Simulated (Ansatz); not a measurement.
## AlAs (F-43m): the dielectric response against the k mesh

Aim: how dense a k mesh do ε∞ and the zone-centre modes of AlAs (F-43m) need?

Program: Ansatz 0.2.0. Level of theory: DFT LDA, scalar-relativistic, plane waves, PAW; PAW set soft_1. Results are calculated unless marked as measured.

**1. Starting point**

The structure is cubic, space group F-43m (No. 216). The conventional cell has a = 5.661 Å, b = 5.661 Å, c = 5.661 Å, α = 90.00°, β = 90.00°, γ = 90.00°. Nearest to Al lie 4 As at 2.45 Å. Nearest to As lie 4 Al at 2.45 Å. Farther neighbours are not listed.

**2. Bringing the structure to rest**

Harmonic phonons are second derivatives at a point where the forces vanish, and they are wanted at zero stress, so atoms and cell are relaxed first.

input.yaml

```yaml
crystal:
  lattice:
    - [0.0, 2.8304, 2.8304]
    - [2.8304, 0.0, 2.8304]
    - [2.8304, 2.8304, 0.0]
  atoms:
    - { symbol: Al, position: [0.0, 0.0, 0.0] }
    - { symbol: As, position: [0.75, 0.75, 0.75] }
kpoints:
  mp_grid: { grid: [8, 8, 8] }
hamiltonian:
  xc: lda
  pseudopotentials: { kind: paw, azcp: { folder: soft_1 }, xc_functional: pbe }
scf:
  occupations: { method: gaussian, width: 0.02 }
output:
  forces: true
  stress: true
  eigenvalues: true
  write_density: true
  write_potential: true
  elf: true
  volumetric_format: npy
relax:
  adjacent_minimum: "off"
  f_tol: 0.005
  max_steps: 80
  cell: { stress_tol: 0.05 }
```

Started as:

```sh
ansatz run input.yaml --threads 4 --pin off --max-ram 10240MiB --backend cpu --events-out ev --progress --plain --runs-dir out
```

Numbers of over 12 decimals in the logs are rounded to 6 here.

Log:

```text
Engine: ansatz 0.2.0, x86_64-unknown-linux-gnu
Pseudopotentials: kind: paw
Pseudopotential: Al, paw, valence charge 3, recommended cutoff 420 eV (normal), soft_1/Al.paw.azcp
Pseudopotential: As, paw, valence charge 15, recommended cutoff 420 eV (normal), soft_1/As.paw.azcp
Functional definition: SPW92
  exchange = slater_x
  correlation = pw_c
Crystal: 2 atoms, lattice volume = 45.350 Å³
Basis set: ecut = 420 eV, 893 PW (Γ)
Bands: 13, of which v1, the nominal top of the filled ones, is band 9 counted from 1 (8 counted from 0)
Symmetry: 24 space group operations
Space group: F-43m (ITA 216), of the structure as read, at distance tolerance 3.6e-5 Å
k-points: 29 of 512 (time reversal used)
Non-local potential: Al, projectors of the file, l = 0: 2, l = 1: 2, l = 2: 1
Non-local potential: As, projectors of the file, l = 0: 2, l = 1: 2, l = 2: 3, l = 3: 1
PAW form: soft (Blöchl's): semilocal exchange-correlation on the pseudo side does not see the compensation charge
PAW frozen core: Al, regenerated for the run's functional, and the local potential with it (the file was generated under x = pbe(κ = 0.804, μ = 0.219515), c = pbe(β = 0.066725))
PAW frozen core: As, regenerated for the run's functional, and the local potential with it (the file was generated under x = pbe(κ = 0.804, μ = 0.219515), c = pbe(β = 0.066725))
PAW one-centre angular grid: Al, 110 points (default); XC on 64 Gauss nodes
PAW one-centre angular grid: As, 590 points (default); XC on 64 Gauss nodes
Initial density: superposition of atomic densities (chi_scale 0.1, normalization cell, long waves kept (reshape's long-wave potential 0.00 eV rms))
Initial wavefunctions: pseudopotential atomic-orbital guess
Functional: x = slater, c = lda
SCF iter   1: F=—  HF=-5287.747978 eV  |F-HF|=—  |Δ(HF+E_count)|=         —  Δρ=3.72e-2  dr2=7.57e-1  ethr=3.10e-3  ⟨swp⟩=5.8  Hψ=2323  notcnv=0
preconditioner: auto → none  [insulator: Δε(μ)=1.907 eV  Ē_g=10.126 eV  σ=0.020 eV  W_gap=1.00  n_scr=14 (ndim 8)  ℏωp=15.6 eV  f_vac=0.000  D(μ)=0.00/eV (n_scr^D=0)  ε∞_Penn≈3.4]
SCF iter   2: F=—  HF=-5287.519507 eV  |F-HF|=—  |Δ(HF+E_count)|=   2.28e-1  Δρ=1.57e-2  dr2=8.33e-2  ethr=3.10e-3  ⟨swp⟩=2.1  Hψ=759  notcnv=0
SCF iter   3: F=—  HF=-5287.494717 eV  |F-HF|=—  |Δ(HF+E_count)|=   2.48e-2  Δρ=4.28e-3  dr2=8.68e-3  ethr=4.63e-4  ⟨swp⟩=2.7  Hψ=737  notcnv=0
SCF iter   4: F=—  HF=-5287.491156 eV  |F-HF|=—  |Δ(HF+E_count)|=   3.56e-3  Δρ=8.94e-4  dr2=2.05e-4  ethr=4.82e-5  ⟨swp⟩=2.1  Hψ=749  notcnv=0
SCF iter   5: F=—  HF=-5287.491112 eV  |F-HF|=—  |Δ(HF+E_count)|=   4.38e-5  Δρ=1.74e-4  dr2=5.22e-6  ethr=1.14e-6  ⟨swp⟩=2.5  Hψ=525  notcnv=0
SCF iter   6: F=—  HF=-5287.491113 eV  |F-HF|=—  |Δ(HF+E_count)|=   1.20e-6  Δρ=2.08e-5  dr2=7.00e-8  ethr=5.56e-10  ⟨swp⟩=6.5  Hψ=2224  notcnv=0
SCF iter   7: F=-5287.491113 eV  HF=-5287.491113 eV  |F-HF|=4.99e-10  |Δ(HF+E_count)|=   2.15e-8  Δρ=9.28e-7  dr2=2.87e-10  ethr=3.89e-10  ⟨swp⟩=8.3  Hψ=2590  notcnv=0
SCF 1 converged in 7 iterations: F = -5287.491113 eV  dr2 = 2.87e-10
  greatest PAW one-centre occupation: 0.999 electrons in one spin orbital (limit 2), on the As atom at site 1 (counted from 0), in its partial waves of l = 2
relax step   1: F+E_penalty+E_count = -5287.49111308 eV  Δ(F+E_penalty+E_count) = +0.000e0 eV  max|allowed force component| = 9.483e-17 eV/Å  Δτ_max = 0.0000 Å  P = -1.235 GPa  Ω = 45.350 Å³  (7 SCF iters, dr2 threshold 1.00e-7 eV, accepted)
Crystal: 2 atoms, lattice volume = 44.688 Å³
Initial density: handed on by an earlier stage of this run
Initial wavefunctions: those handed on with the density
iter 1 solved again at ethr=2.16e-6 eV; its pass at ethr=3.10e-3 eV (dr2=3.89e-4 eV) is discarded
SCF iter   1: F=—  HF=-5287.494263 eV  |F-HF|=—  |Δ(HF+E_count)|=         —  Δρ=7.22e-4  dr2=3.60e-4  ethr=2.16e-6  ⟨swp⟩=2.0  Hψ=2613  notcnv=0
preconditioner: auto → none  [insulator: Δε(μ)=1.339 eV  Ē_g=9.945 eV  σ=0.020 eV  W_gap=1.00  n_scr=14 (ndim 8)  ℏωp=15.7 eV  f_vac=0.001  D(μ)=0.00/eV (n_scr^D=0)  ε∞_Penn≈3.5]
SCF iter   2: F=—  HF=-5287.494134 eV  |F-HF|=—  |Δ(HF+E_count)|=   1.29e-4  Δρ=2.80e-4  dr2=3.77e-5  ethr=2.00e-6  ⟨swp⟩=2.2  Hψ=466  notcnv=0
SCF iter   3: F=—  HF=-5287.494120 eV  |F-HF|=—  |Δ(HF+E_count)|=   1.46e-5  Δρ=6.77e-5  dr2=3.29e-6  ethr=2.10e-7  ⟨swp⟩=2.4  Hψ=633  notcnv=0
SCF iter   4: F=-5287.494118 eV  HF=-5287.494118 eV  |F-HF|=3.56e-8  |Δ(HF+E_count)|=   1.78e-6  Δρ=2.07e-5  dr2=1.17e-7  ethr=1.11e-9  ⟨swp⟩=7.0  Hψ=2393  notcnv=0
SCF 2 converged in 4 iterations: F = -5287.494118 eV  dr2 = 1.17e-7
relax step   2: F+E_penalty+E_count = -5287.49411789 eV  Δ(F+E_penalty+E_count) = -3.005e-3 eV  max|allowed force component| = 3.571e-17 eV/Å  Δτ_max = 0.0000 Å  P = -0.166 GPa  Ω = 44.688 Å³  energy of the carried Pulay correction = +8.259e-5 eV  (4 SCF iters, dr2 threshold 2.00e-7 eV, accepted)
Crystal: 2 atoms, lattice volume = 44.587 Å³
iter 1 solved again at ethr=5.23e-8 eV; its pass at ethr=3.10e-3 eV (dr2=9.42e-6 eV) is discarded
SCF iter   1: F=—  HF=-5287.494185 eV  |F-HF|=—  |Δ(HF+E_count)|=         —  Δρ=1.16e-4  dr2=8.81e-6  ethr=5.23e-8  ⟨swp⟩=2.1  Hψ=2532  notcnv=0
preconditioner: auto → none  [insulator: Δε(μ)=1.325 eV  Ē_g=9.953 eV  σ=0.020 eV  W_gap=1.00  n_scr=14 (ndim 8)  ℏωp=15.7 eV  f_vac=0.001  D(μ)=0.00/eV (n_scr^D=0)  ε∞_Penn≈3.5]
SCF iter   2: F=—  HF=-5287.494182 eV  |F-HF|=—  |Δ(HF+E_count)|=   3.00e-6  Δρ=4.91e-5  dr2=1.06e-6  ethr=4.90e-8  ⟨swp⟩=2.4  Hψ=476  notcnv=0
SCF iter   3: F=—  HF=-5287.494182 eV  |F-HF|=—  |Δ(HF+E_count)|=   3.78e-7  Δρ=1.20e-5  dr2=1.03e-7  ethr=5.90e-9  ⟨swp⟩=2.3  Hψ=624  notcnv=0
SCF iter   4: F=-5287.494182 eV  HF=-5287.494182 eV  |F-HF|=5.57e-10  |Δ(HF+E_count)|=   5.57e-8  Δρ=3.53e-6  dr2=3.12e-9  ethr=3.82e-10  ⟨swp⟩=7.6  Hψ=2103  notcnv=0
SCF 3 converged in 4 iterations: F = -5287.494182 eV  dr2 = 3.12e-9
relax step   3: F+E_penalty+E_count = -5287.49418157 eV  Δ(F+E_penalty+E_count) = -6.368e-5 eV  max|allowed force component| = 3.885e-17 eV/Å  Δτ_max = 0.0000 Å  P = +0.005 GPa  Ω = 44.587 Å³  energy of the carried Pulay correction = +9.530e-5 eV  (4 SCF iters, dr2 threshold 6.88e-8 eV, accepted)
Initial wavefunctions: pseudopotential atomic-orbital guess (no wavefunctions were taken with the density)
iter 1 solved again at ethr=1.41e-7 eV; its pass at ethr=3.10e-3 eV (dr2=2.54e-5 eV) is discarded
SCF iter   1: F=—  HF=-5287.494093 eV  |F-HF|=—  |Δ(HF+E_count)|=         —  Δρ=1.09e-5  dr2=1.50e-8  ethr=1.41e-7  ⟨swp⟩=2.9  Hψ=3340  notcnv=0
preconditioner: auto → none  [insulator: Δε(μ)=1.324 eV  Ē_g=9.952 eV  σ=0.020 eV  W_gap=1.00  n_scr=14 (ndim 8)  ℏωp=15.7 eV  f_vac=0.001  D(μ)=0.00/eV (n_scr^D=0)  ε∞_Penn≈3.5]
SCF iter   2: F=—  HF=-5287.494093 eV  |F-HF|=—  |Δ(HF+E_count)|=   3.03e-7  Δρ=5.80e-6  dr2=5.10e-9  ethr=8.31e-11  ⟨swp⟩=2.2  Hψ=633  notcnv=0
SCF iter   3: F=—  HF=-5287.494093 eV  |F-HF|=—  |Δ(HF+E_count)|=   1.42e-9  Δρ=1.49e-6  dr2=5.77e-10  ethr=2.83e-11  ⟨swp⟩=2.0  Hψ=492  notcnv=0
SCF iter   4: F=-5287.494093 eV  HF=-5287.494093 eV  |F-HF|=1.73e-11  |Δ(HF+E_count)|=  1.04e-10  Δρ=3.95e-7  dr2=1.44e-11  ethr=1.00e-12  ⟨swp⟩=4.3  Hψ=1776  notcnv=0
SCF 4 converged in 4 iterations: F = -5287.494093 eV  dr2 = 1.44e-11
relax step   4: F+E_penalty+E_count = -5287.49409272 eV  Δ(F+E_penalty+E_count) = +8.886e-5 eV  max|allowed force component| = 1.529e-17 eV/Å  Δτ_max = 0.0000 Å  P = +0.002 GPa  Ω = 44.587 Å³  stress off target by 1.91e-3 GPa  SCF on the basis re-selected at this cell (its energy is not comparable with the rows above)  (4 SCF iters)
basis re-selected at this cell: Δ(F+E_penalty+E_count) = +8.886e-5 eV, ΔP = -0.003 GPa vs the last step (what re-selecting the basis moved, of the pressure what is left beyond the Pulay correction that the steps carried, after the strain that the cell walked since its last selection, with what the two solves' SCF thresholds leave and, on support functions, any second-order correction that the steps lacked; it is no m [...]
SCF converged after 4 iterations
Free energy (F): -5287.494093 eV
Harris-Foulkes:  -5287.494093 eV  (|F-HF|=1.73e-11)
Internal energy: -5287.494093 eV  (E = F + TS)
E sigma→0 (E₀):  -5287.494093 eV
Fermi energy:    6.707099 eV
--- Per-component energies (eV) ---
  E_band       = -274.265821
  E_kinetic    = 121.813557
  E_local      = -2373.729173  (includes V_loc(G=0)·N_el)
  E_nonlocal   = -378.880893
  E_hartree    = 1291.380279
  E_xc         = -107.992280
  E_vxc        = -103.983246  (∫ρ·V_xc dr)
  E_paw        = -2377.620210  (= ΣΔE_a)
  E_vpaw       = -122.246685  (= ΣTr[D̂ρ^β])
  E_aug_tail   = -0.000017  (compensation charges beyond the density's cutoff)
  E_ewald      = -1464.596301
  E_core_change = 2.130946  (= ΣΔE_core)
  E_smearing   = -0.000000  (= −TS)
  E_closure    = -0.000000  (closes the sum)
  Σ components = -5287.494093   (vs F -5287.494093, Δ=0.00e0)
--- Forces (eV/Å), atoms counted from 1 ---
  atom   1  Al    -0.00000000     0.00000000     0.00000000
  atom   2  As     0.00000000     0.00000000     0.00000000
  max |Σ_I F_I| component: 3.42e-17 eV/Å
--- Stress (GPa, compression-positive) ---
        0.001913       0.000000       0.000000
        0.000000       0.001913       0.000000
        0.000000       0.000000       0.001913
  P = ⅓ Tr σ = 0.0019 GPa (0.019 kbar)
--- Band table (eV; the first three rows and the last of 29) ---
  k-point 0: bands = [... 5 lower, -5.9580, 6.0452, 6.0452, 6.0452, 8.0291, 10.3419, 10.3419, 10.3419]
  k-point 1: bands = [... 5 lower, -5.8029, 4.5865, 5.8826, 5.8826, 8.7979, 10.6260, 10.6260, 10.7304]
  k-point 2: bands = [... 5 lower, -5.3724, 2.6026, 5.5623, 5.5623, 8.6131, 10.9623, 10.9623, 12.4703]
  k-point 28: bands = [... 5 lower, -3.9273, 0.9120, 2.7924, 3.1611, 10.3065, 11.7059, 11.7313, 12.0531]
--- Relaxed structure (3 steps of the walk, 3 accepted, 1 SCFs on fresh bases) ---
  F+E_penalty+E_count = -5287.49409272 eV   max|allowed force component| = 1.529e-17 eV/Å   (the final SCF, on the basis selected at the relaxed cell)
  cell:  # Å, volume = 44.5866 Å³
    - [0, 2.814437, 2.814437]
    - [2.814437, 0, 2.814437]
    - [2.814437, 2.814437, 0]
  atoms:
    - { symbol: Al, position: [0, 0, 0] }
    - { symbol: As, position: [0.75, 0.75, 0.75] }
```

Wall time 2.3 s (4 threads of AMD EPYC 7B13 (Zen 3), shared host); peak memory 0.37 GiB.

The steps of the relaxation:

| step | energy less that of the first step (eV) | largest force component (eV/Å) | pressure (GPa) | volume (Å³) |
| --- | --- | --- | --- | --- |
| 1 | 0.0000 | 0.0000 | -1.23 | 45.35 |
| 2 | -0.0030 | 0.0000 | -0.17 | 44.69 |
| 3 | -0.0031 | 0.0000 | 0.00 | 44.59 |
| 4* | -0.0030 | 0.0000 | 0.00 | 44.59 |

Relaxation steps marked * repeat the geometry before them on a plane-wave basis chosen anew for their cell, so energy and pressure can jump there.

Forces are held to the 24 operations that the run works with; a distortion that breaks them can't arise in this run.

| conventional cell, symmetrised | before | after | change |
| --- | --- | --- | --- |
| a (Å) | 5.661 | 5.629 | -0.6 % |
| b (Å) | 5.661 | 5.629 | -0.6 % |
| c (Å) | 5.661 | 5.629 | -0.6 % |
| volume (Å³/atom) | 22.67 | 22.29 | -1.7 % |

Final coordinates:

```
Al As
1.0
     0.00000    2.81444    2.81444
     2.81444    0.00000    2.81444
     2.81444    2.81444    0.00000
Al As
1 1
Direct
  0.00000 0.00000 0.00000
  0.75000 0.75000 0.75000
```

This step gave:

```
pressure          : 0.001913 GPa
gap on the k-mesh : 1.324 eV
volume per atom   : 22.29 Å³
```

Valence density in the ac plane of a cell with a along [110], b along [-110] and c along [001] of the cube at fractional y = 0.000, with atoms of Al and As within 0.2 Å of it. It is the smooth field of the valence electrons, not physical close to the nuclei.

Ten steps, logarithmic in the rise over the least value, from '_' (0 e/Å³) to '@' (29 e/Å³), each cell a mean:
```
____________________________________________
____________________________________________
____________________________________________
____________________________________________
____________________________________________
____________________________________________
____________________________________________
__________....__________________....________
______....::::..____________....::::..______
____....--++++::..________....--++++::..____
____..::##@@%%==....______..::##@@%%==....__
__....--##@@%%==::..____....--##@@%%==::..__
__....::==**++--::....__....::==**++--::....
__......::::::::....____......::::::::....__
____..............________..............____
```
Columns run along a (8.0 Å), rows up along c (5.6 Å), edges of the conventional cell, whose origin can differ from the input's. Atoms in or near the plane, at fractional coordinates: Al at (0.50, 0.00), Al at (0.00, 0.00), As at (0.75, 0.25), As at (0.25, 0.25).

ELF in the ac plane of a cell with a along [110], b along [-110] and c along [001] of the cube at fractional y = 0.000, with atoms of Al and As within 0.2 Å of it. It is the smooth field of the valence electrons, not physical close to the nuclei.

Values, 8 rows by 16 columns, each cell a mean:
```
0.13 0.21 0.33 0.26 0.24 0.32 0.28 0.13 0.13 0.21 0.33 0.26 0.24 0.32 0.28 0.13
0.35 0.26 0.12 0.04 0.03 0.08 0.21 0.33 0.35 0.26 0.12 0.04 0.03 0.08 0.21 0.33
0.12 0.08 0.04 0.04 0.04 0.04 0.07 0.11 0.12 0.08 0.04 0.04 0.04 0.04 0.07 0.11
0.02 0.04 0.14 0.30 0.34 0.20 0.06 0.03 0.02 0.04 0.14 0.30 0.34 0.20 0.06 0.03
0.04 0.22 0.51 0.62 0.63 0.57 0.32 0.08 0.04 0.22 0.51 0.62 0.63 0.57 0.32 0.08
0.23 0.55 0.61 0.30 0.21 0.54 0.61 0.32 0.23 0.55 0.61 0.30 0.21 0.54 0.61 0.32
0.44 0.82 0.77 0.43 0.33 0.68 0.84 0.59 0.44 0.82 0.77 0.43 0.33 0.68 0.84 0.59
0.20 0.59 0.81 0.69 0.66 0.78 0.75 0.23 0.20 0.59 0.81 0.69 0.66 0.78 0.75 0.23
```
Columns run along a (8.0 Å), rows up along c (5.6 Å), edges of the conventional cell, whose origin can differ from the input's. Atoms in or near the plane, at fractional coordinates: Al at (0.50, 0.00), Al at (0.00, 0.00), As at (0.75, 0.25), As at (0.25, 0.25).

Electrostatic potential energy in the ac plane of a cell with a along [110], b along [-110] and c along [001] of the cube at fractional y = 0.000, with atoms of Al and As within 0.2 Å of it. With pseudopotentials it is smooth inside the atoms' cores, unlike the true potential.

Values in eV, 8 rows by 16 columns, each cell a mean:
```
 0 -7  5  9  9  7 -4 -4  0 -7  5  9  9  7 -4 -4
 2  6  9 10 10  9  7  3  2  6  9 10 10  9  7  3
10 10 10 10 10 10 10 10 10 10 10 10 10 10 10 10
11 11 10  9  9 10 10 11 11 11 10  9  9 10 10 11
11 10  6 -2 -3  3  9 10 11 10  6 -2 -3  3  9 10
 9  7 -7  8 14 -7  4  9  9  7 -7  8 14 -7  4  9
-2  2 -5  2  6 -7  2 -1 -2  2 -5  2  6 -7  2 -1
 7 -8  3  2  1  4 -6  1  7 -8  3  2  1  4 -6  1
```
Columns run along a (8.0 Å; values clipped at the 3rd and 97th percentile), rows up along c (5.6 Å), edges of the conventional cell, whose origin can differ from the input's. Atoms in or near the plane, at fractional coordinates: Al at (0.50, 0.00), Al at (0.00, 0.00), As at (0.75, 0.25), As at (0.25, 0.25).

In this step the volume went from 22.67 to 22.29 Å³/atom.

**3. Tight relaxation**

Phonons need small forces and stress, so the relaxation is finished with tight tolerances on 8×8×8 k points.

input.yaml, the sections that differ from step 2:

```yaml
crystal:
  lattice:
    - [0.0, 2.8144367009, 2.8144367009]
    - [2.8144367009, 0.0, 2.8144367009]
    - [2.8144367009, 2.8144367009, 0.0]
  atoms:
    - { symbol: Al, position: [0.0, 0.0, 0.0] }
    - { symbol: As, position: [0.75, 0.75, 0.75] }
scf:
  occupations: { method: fixed }
output:
  forces: true
  stress: true
  eigenvalues: true
relax:
  adjacent_minimum: "off"
  f_tol: 0.001
  max_steps: 60
  cell: { stress_tol: 0.01 }
# kpoints, hamiltonian: as in step 2
```

Log:

```text
[...]
Crystal: 2 atoms, lattice volume = 44.587 Å³
Basis set: ecut = 420 eV, 893 PW (Γ)
Bands: 13, of which v1, the nominal top of the filled ones, is band 9 counted from 1 (8 counted from 0)
Symmetry: 24 space group operations
[...]
k-points: 29 of 512 (time reversal used)
[...]
k-point 28: bands = [... 5 lower, -3.9273, 0.9120, 2.7924, 3.1611, 10.3065, 11.7059, 11.7313, 12.0531]
--- Relaxed structure (1 steps of the walk, 1 accepted, 1 SCFs on fresh bases) ---
[...]
cell:  # Å, volume = 44.5866 Å³
    - [0.0, 2.8144367009, 2.8144367009]
    - [2.8144367009, 0.0, 2.8144367009]
    - [2.8144367009, 2.8144367009, 0.0]
  atoms:
    - { symbol: Al, position: [0.0, 0.0, 0.0] }
    - { symbol: As, position: [0.75, 0.75, 0.75] }
[key lines of the parts left out:]
SCF converged after 5 iterations
Free energy (F): -5287.494093 eV
Fermi energy:    6.045210 eV
P = ⅓ Tr σ = 0.0019 GPa (0.019 kbar)
```

Elapsed: 1.3 s, on 4 threads; peak memory 0.37 GiB.

Little changed from the start: no atom moved by 0.005 Å and no cell edge by 0.1 %.

This step gave:

| Item | Value |
| --- | --- |
| pressure | 0.001916 GPa |

The forces vanish by symmetry and the pressure is 0.002 GPa, within the tolerances set. The cell now holds 22.29 Å³/atom.

(Continued in part 2 of 2.)

[Logs are printed without paths, hosts, clocks, repeated set-up lines and the standing remarks that a program may print on its own settings, such as how far it seeks lower states.]

[Hosts, paths, dates, database ids (printed as entryN), source tags and the programs' standing remarks are cut or masked in the printed files.]
